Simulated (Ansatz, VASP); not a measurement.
Two plane-wave programs on CsH

```
Cs H
1.0
     0.00000    3.18800    3.18800
     3.18800    0.00000    3.18800
     3.18800    3.18800    0.00000
Cs H
1 1
Direct
  0.00000 0.00000 0.00000
  0.50000 0.50000 0.50000
```

Alike in both runs: task single point; functional r2SCAN; k mesh 8 × 8 × 8; occupations fermi-dirac, width 0.02 eV; no spin polarisation.

|  | VASP | Ansatz |
| --- | --- | --- |
| version | VASP 6.6.1 | Ansatz 0.2.0 |
| potentials or method | VASP PAW PBE potentials, release 64 (Cs_sv, H) | PAW plane waves |
| plane-wave cutoff (eV) | 520 | 500 |
| valence electrons in the cell | 10 | 10 |

|  | VASP | Ansatz | Ansatz less VASP |
| --- | --- | --- | --- |
| gap on the k mesh at the Fermi level (eV) | 2.66 | 2.68 | +0.016 |
| pressure (GPa) | 0.0 | 0.0 | -0.03 |

Caveats: the PAW data sets were made with another functional, which shifts forces and pressure a little (VASP); spin-orbit coupling is left out, which moves the levels of the heavy elements. r2SCAN opens gaps a little over a GGA but as a rule still falls short of measured ones. A k mesh can miss the band edges.
